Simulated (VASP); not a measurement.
Write the native input for VASP 6.6.1 that does the following.

* Task: single point
* Functional: PBE
* Potentials or basis: VASP PAW PBE potentials, release 64 (Y_sv)
* Cutoff: 520 eV
* k mesh: 12 × 12 × 7
* Occupations: fermi-dirac, width 0.08 eV
* Spin: no spin polarisation
* Dipole correction: no
* Further INCAR settings: ALGO = Fast; EDIFF = 1e-06; NBANDS = 18

The structure of Y lies in POSCAR:

```
Y
1.0
    3.6514992371      0.0000000000      0.0000000000
   -1.8257496185      3.1622911012      0.0000000000
    0.0000000000      0.0000000000      5.7474000000
Y
2
Direct
    0.3333333333      0.6666666667      0.2500000000
    0.6885754759      0.3333333333      0.7500000000
```

The cell isn't the ideal one: atom 2 (Y) moved by [0.08, 0.0, 0.0] A.

The input as run:

INCAR

```
PREC = Accurate ; ENCUT = 520
EDIFF = 1E-6 ; ISMEAR = -1
SIGMA = 0.08 ; LREAL = False
LASPH = True ; NELM = 100
ALGO = Fast ; ISIF = 2
LWAVE = False ; LCHARG = False
GGA = PE ; NBANDS = 18
```

KPOINTS

```
regular mesh
0
Gamma
  12 12 7
```

Potentials or basis: VASP PAW PBE potentials, release 64 (Y_sv).

Run with:

```console
$ cat potpaw_PBE.64/Y_sv/POTCAR > POTCAR
$ mpirun -np 1 vasp_std > vasp.out
```

Results of the run:

```yaml
Pressure: -0.4 GPa
Largest_force: 0.094 eV/Å
Band_gap_on_the_k_mesh: none (metal or under the smearing width)
```

Wall time 6.4 min on 1 thread of Intel(R) Xeon(R) Platinum 8488C (Sapphire Rapids), on a shared host, peak memory 0.45 GiB.
